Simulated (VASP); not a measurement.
Output of a VASP run:

File OSZICAR:
```
       N       E                     dE             d eps       ncg     rms          rms(c)
DAV:   1     0.216280748304E+03    0.21628E+03   -0.11118E+04   536   0.108E+03
DAV:   2    -0.104679011781E+02   -0.22675E+03   -0.22131E+03   588   0.320E+02
DAV:   3    -0.259179111868E+02   -0.15450E+02   -0.15349E+02   648   0.956E+01
DAV:   4    -0.262348326130E+02   -0.31692E+00   -0.31645E+00   594   0.139E+01
DAV:   5    -0.262451704488E+02   -0.10338E-01   -0.10336E-01   726   0.211E+00    0.159E+01
DAV:   6    -0.242906153818E+02    0.19546E+01   -0.47283E+00   830   0.285E+01    0.971E+00
DAV:   7    -0.240905788485E+02    0.20004E+00   -0.62013E-01   622   0.517E+00    0.302E+00
DAV:   8    -0.240402071825E+02    0.50372E-01   -0.41453E-02   730   0.182E+00    0.142E+00
DAV:   9    -0.240293761211E+02    0.10831E-01   -0.10329E-02   766   0.111E+00    0.428E-01
DAV:  10    -0.240294518036E+02   -0.75682E-04   -0.61545E-04   632   0.225E-01    0.230E-01
DAV:  11    -0.240294571504E+02   -0.53468E-05   -0.29294E-04   896   0.206E-01    0.902E-02
DAV:  12    -0.240294453798E+02    0.11771E-04   -0.63095E-05   810   0.102E-01    0.234E-02
DAV:  13    -0.240294455870E+02   -0.20717E-06   -0.42269E-06   636   0.120E-02
   1 F= -.24029446E+02 E0= -.24024940E+02  d E =-.901149E-02
```

OUTCAR:
```
------------------------ aborting loop because EDIFF is reached ----------------------------------------
  FORCE on cell =-STRESS in cart. coord.  units (eV):
  Direction    XX          YY          ZZ          XY          YZ          ZX
  --------------------------------------------------------------------------------------
  Total      -27.4332131    -27.4332134    -27.1643058      0.0000045      0.0000000      0.0000000
  in kB     -733.0493387   -733.0493462   -725.8638035      0.0001209      0.0000000      0.0000000
  external PRESSURE =    -730.6541628 kB  Pullay stress =       0.0000000 kB
  volume of cell :       59.96
      direct lattice vectors                 reciprocal lattice vectors
     3.500201000  0.000000000  0.000000000     0.285697878  0.164947793  0.000000000
    -1.750101000  3.031263000  0.000000000     0.000000000  0.329895492  0.000000000
     0.000000000  0.000000000  5.651158000     0.000000000  0.000000000  0.176954883
 POSITION                                       TOTAL-FORCE (eV/Angst)
 -----------------------------------------------------------------------------------
      1.75010      1.01042      2.82829         0.000000     -0.000000      0.021088
     -0.00000      2.02084      0.00271        -0.000000      0.000000      0.021088
      1.75010      1.01042      4.97031        -0.000000     -0.000000     -0.021088
     -0.00000      2.02084      2.14473         0.000000      0.000000     -0.021088
 -----------------------------------------------------------------------------------
    total drift:                               -0.001235      0.000714      0.001395
  FREE ENERGIE OF THE ION-ELECTRON SYSTEM (eV)
  ---------------------------------------------------
  free  energy   TOTEN  =       -24.0294455870 eV

  energy  without entropy=      -24.0204341012  energy(sigma->0) =      -24.02493984
```
(Selected blocks of OUTCAR.)

### POSCAR
```
InN
1
    3.5002010000     0.0000000000     0.0000000000
   -1.7501010000     3.0312630000     0.0000000000
    0.0000000000     0.0000000000     5.6511580000
In N
2 2
Direct
  0.6666670000   0.3333330000   0.5004800000
  0.3333330000   0.6666670000   0.0004800000
  0.6666670000   0.3333330000   0.8795200000
  0.3333330000   0.6666670000   0.3795200000
```

Reconstruct the remaining input files.

One answer among several that fit: the input of the run itself, LDA (Ceperley-Alder, Perdew-Zunger), plane waves, VASP's LDA PAW potentials (set 64).

**INCAR**
```
SYSTEM = InN
PREC = Accurate
ENCUT = 200
EDIFF = 1E-6
NELM = 100
ALGO = Normal
LREAL = .FALSE.
LASPH = .TRUE.
ISMEAR = -1
SIGMA = 0.1
LMAXMIX = 4
LWAVE = .FALSE.
LCHARG = .FALSE.
ISIF = 2
```

### KPOINTS
```
Automatic mesh
0
Gamma
4 4 4
0 0 0
```

POTCAR, in this order: In_d N (LDA.64 set). Program: vasp_std.

At this cut-off the stress carries a Pulay error, which pulls relaxed volumes low.

The structure comes from a computed database's InN entry; how it stands against other phases isn't given here. The cell was not relaxed at this level. The k-mesh is coarse (spacing up to 0.52 per Å, 2π included), so the numbers may not be converged in it. The run is one of a series of settings (ENCUT = 200, KPOINTS 4×4×4 Γ-centred mesh against the base run), some of them coarse on purpose.
